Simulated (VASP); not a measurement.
# K in VASP: settings compared, part 2 of 3

VASP 6.6.1. The steps go on from the part before.

## Step 3: Relaxation of the atoms, PBE+D3

INCAR reads:

```
SYSTEM = K
  PREC = Accurate
  ENCUT = 520
  EDIFF = 1E-6
  ISMEAR = -1
  SIGMA = 0.05
  LREAL = .FALSE.
  LASPH = .TRUE.
  NELM = 100
  ALGO = Normal
  ISIF = 2
  LWAVE = .FALSE.
  LCHARG = .FALSE.
  LDIPOL = .TRUE.
  IDIPOL = 3
  DIPOL = 0.5 0.5 0.500
  GGA = PE
  IVDW = 11
  IBRION = 2
  NSW = 60
  EDIFFG = -0.01
```

KPOINTS reads:

```
regular mesh
0
G
  5 5 1
  0 0 0
```

POSCAR reads:

```
K
1.0
    4.7864284507      0.0000000000      0.0000000000
   -2.3932142254      4.1451686318      0.0000000000
    0.0000000000      0.0000000000     30.5168343227
K
5
Selective dynamics
Direct
    0.0000000000      0.0000000000      0.2457659900  F F F
    0.6666666667      0.3333333333      0.3728519591  F F F
    0.3333333333      0.6666666667      0.4999379282  T T T
    0.6666666667      0.3333333333      0.6271480409  T T T
    0.3333333333      0.6666666667      0.7542340100  T T T
```

Potentials or basis: VASP PAW PBE potentials, release 64 (K_sv).

Launch:

```bash
$ cat potpaw_PBE.64/K_sv/POTCAR > POTCAR
$ mpirun -np 1 vasp_std > vasp.out
```

OUTCAR:

```text
SYSTEM = K
   PREC = Accurate
   ENCUT = 520
   EDIFF = 1E-6
   ISMEAR = -1
   LREAL = .FALSE.
   LASPH = .TRUE.
   NELM = 100
   ISIF = 2
   GGA = PE
   IVDW = 11
   IBRION = 2
   NSW = 60
   EDIFFG = -0.01
 IVDW          = 11

 ion  position               nearest neighbor table
   1  0.000  0.000  0.246-
   2  0.667  0.333  0.373-
   3  0.333  0.667  0.500-
   4  0.667  0.333  0.627-
   5  0.333  0.667  0.754-

  LATTYP: Found a hexagonal cell.
 ALAT       =     4.7864284507
 C/A-ratio  =     6.3757005118

  Lattice vectors:

 A1 = (   4.7864284507,   0.0000000000,   0.0000000000)
 A2 = (  -2.3932142254,   4.1451686318,   0.0000000000)
 A3 = (   0.0000000000,   0.0000000000,  30.5168343227)

Analysis of symmetry for initial positions (statically):
=====================================================================
 Subroutine PRICEL returns:
 Original cell was already a primitive cell.

 Routine SETGRP: Setting up the symmetry group for a
 hexagonal supercell.

 Subroutine GETGRP returns: Found  6 space group operations
 (whereof  6 operations were pure point group operations)
 out of a pool of 24 trial point group operations.

The static configuration has the point symmetry C_3v.

Analysis of symmetry for dynamics (positions and initial velocities):
=====================================================================
 Subroutine PRICEL returns:
 Original cell was already a primitive cell.

 Routine SETGRP: Setting up the symmetry group for a
 hexagonal supercell.

 Subroutine GETGRP returns: Found  6 space group operations
 (whereof  6 operations were pure point group operations)
 out of a pool of 24 trial point group operations.

The dynamic configuration has the point symmetry C_3v.

Analysis of constrained symmetry for selective dynamics:
=====================================================================
 Subroutine PRICEL returns:
 Original cell was already a primitive cell.

 Routine SETGRP: Setting up the symmetry group for a
 hexagonal supercell.

 Subroutine GETGRP returns: Found  6 space group operations
 (whereof  6 operations were pure point group operations)
 out of a pool of 24 trial point group operations.

The constrained configuration has the point symmetry C_3v.

 Subroutine INISYM returns: Found  6 space group operations
 (whereof  6 operations are pure point group operations),
 and found     1 'primitive' translations

----------------------------------------------------------------------------------------

                                     Primitive cell

  volume of cell :     605.4709

  direct lattice vectors                    reciprocal lattice vectors
     4.786428451  0.000000000  0.000000000     0.208924046  0.120622354  0.000000000
    -2.393214225  4.145168632  0.000000000     0.000000000  0.241244709  0.000000000
     0.000000000  0.000000000 30.516834323     0.000000000  0.000000000  0.032768799

  length of vectors
     4.786428451  4.786428451 30.516834323     0.241244709  0.241244709  0.032768799

  position of ions in fractional coordinates (direct lattice)
     0.000000000  0.000000000  0.245765990
     0.666666667  0.333333333  0.372851959
     0.333333333  0.666666667  0.499937928
[... 55 lines left out ...]
   ICHARG =      2    charge: 1-file 2-atom 10-const
   ISPIN  =      1    spin polarized calculation?
   LNONCOLLINEAR =      F non collinear calculations
   LSORBIT =      F    spin-orbit coupling
   LASPH  =      T    aspherical Exc in radial PAW
   ENCUT  =  520.0 eV  38.22 Ry    6.18 a.u.   8.90  8.90 56.74*2*pi/ulx,y,z
   NELM   =    100;   NELMIN=  2; NELMDL= -5     # of ELM steps
   EDIFF  = 0.1E-05   stopping-criterion for ELM
   LREAL  =      F    real-space projection
   EDIFFG = -.1E-01   stopping-criterion for IOM
   NSW    =     60    number of steps for IOM
   IBRION =      2    ionic relax: 0-MD 1-quasi-New 2-CG
   NFREE  =      1    steps in history (QN), initial steepest desc. (CG)
   ISIF   =      2    stress and relaxation
   ISYM   =      2    0-nonsym 1-usesym 2-fastsym
   POTIM  = 0.5000    time-step for ionic-motion
   TEBEG  =    0.0;   TEEND  =   0.0 temperature during run
   PSTRESS=    0.0 pullay stress
   NELECT =      45.0000    total number of electrons
   NUPDOWN=      -1.0000    fix difference up-down
   EMIN   =  10.00;   EMAX   =-10.00  energy-range for DOS
   EFERMI =   0.00;   METHOD = LEGACY
   ISMEAR =    -1;   SIGMA  =   0.05  broadening in eV -4-tet -1-fermi 0-gaus
   EFERMI_NEDOS =   21; number of points for ismear=-14 and -15
   IALGO  =     38    algorithm
   IMIX   =      4    mixing-type and parameters
     AMIX     =   0.40;   BMIX     =  1.00
     AMIX_MAG =   1.60;   BMIX_MAG =  1.00
  volume/ion in A,a.u.               =     121.09       817.18
  Fermi-wavevector in a.u.,A,eV,Ry     =   0.688306  1.300709  6.445957  0.473764
  Thomas-Fermi vector in A             =   1.769068
   LORBIT       =      0    0 simple, 1 ext, 2 COOP (PROOUT), +10 PAW based schemes
   GGA     = PE    functional components
   LHFCALC =     F    Hartree Fock is set to
   AEXX    =    0.0000 exact exchange contribution
   IVDW    =    11    specifies the selected vdW correction
   LEPSILON=     F    determine dielectric tensor
   LRPA    =     F    only Hartree local field effects (RPA)
 conjugate gradient relaxation of ions
 non-spin polarized calculation
  energy-cutoff  :      520.00
  volume of cell :      605.47
 maximum number of plane-waves:     16357
 NGX is ok and might be reduce to    36
   NGX = 17   NGY = 17   NGZ =113

--------------------------------------- Ionic step        1  -------------------------------------------

 number of electron      45.0000007 magnetization

 Free energy of the ion-electron system (eV)
  ---------------------------------------------------
  ext. energy  EPLUGINS =         0.00000000
  ---------------------------------------------------
  free energy    TOTEN  =        -5.05607252 eV

  energy without entropy =       -5.02714248  energy(sigma->0) =       -5.04160750

------------------------ aborting loop because EDIFF is reached ----------------------------------------

 Edisp (eV)   -0.55617

 E8    (eV) :    -0.4553
[... 114 lines left out ...]
  FREE ENERGIE OF THE ION-ELECTRON SYSTEM (eV)
  ---------------------------------------------------
  free  energy   TOTEN  =        -5.6128868068 eV

  energy  without entropy=       -5.5840722166  energy(sigma->0) =       -5.59847951

[... ionic steps 4 to 11 ...]

--------------------------------------- Ionic step       12  -------------------------------------------

 number of electron      45.0000007 magnetization

------------------------ aborting loop because EDIFF is reached ----------------------------------------
[... 75 lines left out ...]
  FREE ENERGIE OF THE ION-ELECTRON SYSTEM (eV)
  ---------------------------------------------------
  free  energy   TOTEN  =        -5.6180497454 eV

  energy  without entropy=       -5.5910105977  energy(sigma->0) =       -5.60453017

 dipolmoment           0.000000      0.000000      0.038083 electrons x Angstroem

--------------------------------------- Ionic step       14  -------------------------------------------

 number of electron      45.0000007 magnetization

 dipolmoment           0.000000      0.000000     -0.001936 electrons x Angstroem

 Free energy of the ion-electron system (eV)
  ---------------------------------------------------
  ext. energy  EPLUGINS =         0.00000000
  ---------------------------------------------------
  free energy    TOTEN  =        -5.05985710 eV

  energy without entropy =       -5.03349729  energy(sigma->0) =       -5.04667719

 E-fermi :  -0.8840     XC(G=0):  -3.9013

 val. band max:       -1.1155839341   @ k =   0.0000   0.0000   0.0000
 cond. band min:      -0.8823665882   @ k =   0.4000   0.0000   0.0000
 fundamental gap:      0.2332173459
 Fermi energy:        -0.8839573501

 k-point     1 :       0.0000    0.0000    0.0000
  band No.  band energies     occupation
      1     -33.2222      2.00000
      2     -33.2219      2.00000
      3     -33.1137      2.00000
      4     -33.1109      2.00000
      5     -33.1058      2.00000
      6     -16.7258      2.00000
[... 139 lines left out ...]
     26       0.0940      0.00000
     27       0.4089      0.00000

------------------------ aborting loop because EDIFF is reached ----------------------------------------

 vacuum level on the upper side and lower side of the slab       (xc-potential included)        -0.214        -0.244

 Edisp (eV)   -0.55894

 E8    (eV) :    -0.4566

  FORCE on cell =-STRESS in cart. coord.  units (eV):
  Direction    XX          YY          ZZ          XY          YZ          ZX
  --------------------------------------------------------------------------------------
  -------------------------------------------------------------------------------------
  Total      -0.67457    -0.67457    -0.22329     0.00000     0.00000     0.00000
  in kB      -1.78503    -1.78503    -0.59085     0.00000     0.00000     0.00000
  external pressure =       -1.39 kB  Pullay stress =        0.00 kB
[... 20 lines left out ...]
  FREE ENERGIE OF THE ION-ELECTRON SYSTEM (eV)
  ---------------------------------------------------
  free  energy   TOTEN  =        -5.6187986124 eV

  energy  without entropy=       -5.5924387978  energy(sigma->0) =       -5.60561871

 reached required accuracy - stopping structural energy minimisation

 vacuum level on the upper side and lower side of the slab         1.179         1.162
```

Wall time 12 min (1 thread of Intel Xeon Platinum 8488C (Sapphire Rapids), shared host); peak memory 0.7 GiB.

Results:

* Free energy: -5.6188 eV
* Energy gained by relaxing: 1.3 meV/atom
* Ionic steps: 14
* Band gap on the k mesh: none (metal or under the smearing width)
* Dispersion energy per atom: -0.112 eV

Step by step:
```
step  energy change (eV)  largest force (eV/Å)  pressure (GPa)
   1              0.0000                0.0531           -0.19
   2             -0.0002                0.0531           -0.19
   3             -0.0006                0.0528           -0.19
   4             -0.0015                0.0526           -0.18
   5             -0.0026                0.0527           -0.18
   6             -0.0026                0.0524           -0.17
   7             -0.0030                0.0523           -0.18
   8             -0.0032                0.0524           -0.17
   9             -0.0039                0.0523           -0.17
  10             -0.0042                0.0534           -0.16
  11             -0.0043                0.0539           -0.16
  12             -0.0047                0.0527           -0.16
  13             -0.0058                0.0528           -0.16
  14             -0.0066                0.0545           -0.14
```

Final structure:
```yaml
crystal:
  lattice:
    - [4.78643, 0.00000, 0.00000]
    - [-2.39321, 4.14517, 0.00000]
    - [0.00000, 0.00000, 30.51683]
  atoms:
    - { symbol: K, position: [0.00000, 0.00000, 0.24577] }
    - { symbol: K, position: [0.66667, 0.33333, 0.37285] }
    - { symbol: K, position: [0.33333, 0.66667, 0.49690] }
    - { symbol: K, position: [0.66667, 0.33333, 0.62181] }
    - { symbol: K, position: [0.33333, 0.66667, 0.74324] }
```

## Step 4: Relaxation of the atoms, PBE+D3(BJ)

Changes to INCAR since step 3:

```diff
@@ -17,3 +17,3 @@
   GGA = PE
-  IVDW = 11
+  IVDW = 12
   IBRION = 2
```

KPOINTS is that of step 3.

POSCAR is that of step 3.

Launch:

```bash
$ cat potpaw_PBE.64/K_sv/POTCAR > POTCAR
$ mpirun -np 1 vasp_std > vasp.out
```

Run time: 12 min. Hardware: 1 thread of Intel Xeon Platinum 8488C (Sapphire Rapids), shared host; peak memory 0.7 GiB.

Results (log left out):

```yaml
Free_energy: -5.5366 eV
Energy_gained_by_relaxing: 2.8 meV/atom
Ionic_steps: 12
Band_gap_on_the_k_mesh: none (metal or under the smearing width)
Dispersion_energy_per_atom: -0.096 eV
```

The path:
| step | energy change (eV) | largest force (eV/Å) | pressure (GPa) |
| --- | --- | --- | --- |
| 1 | 0.0000 | 0.0659 | -0.24 |
| 2 | -0.0002 | 0.0658 | -0.24 |
| 3 | -0.0009 | 0.0656 | -0.24 |
| 4 | -0.0022 | 0.0657 | -0.24 |
| 5 | -0.0042 | 0.0656 | -0.23 |
| 6 | -0.0058 | 0.0652 | -0.22 |
| 7 | -0.0065 | 0.0647 | -0.22 |
| 8 | -0.0081 | 0.0655 | -0.22 |
| 9 | -0.0094 | 0.0667 | -0.21 |
| 10 | -0.0105 | 0.0660 | -0.20 |
| 11 | -0.0130 | 0.0654 | -0.19 |
| 12 | -0.0142 | 0.0737 | -0.18 |

Final structure:
```
CELL_PARAMETERS angstrom
4.78643 0.00000 0.00000
-2.39321 4.14517 0.00000
0.00000 0.00000 30.51683
ATOMIC_POSITIONS crystal
K 0.00000 0.00000 0.24577
K 0.66667 0.33333 0.37285
K 0.33333 0.66667 0.49368
K 0.66667 0.33333 0.61571
K 0.33333 0.66667 0.73538
```

Levels at points of the mesh, in eV from the Fermi level:
```tsv
k point	band 21	band 22	band 23	band 24	band 25	band 26
(0.00, 0.00, 0.00)	-2.15	-1.85	-1.43	-0.88	-0.21	0.60
```

(Continued in part 3 of 3.)
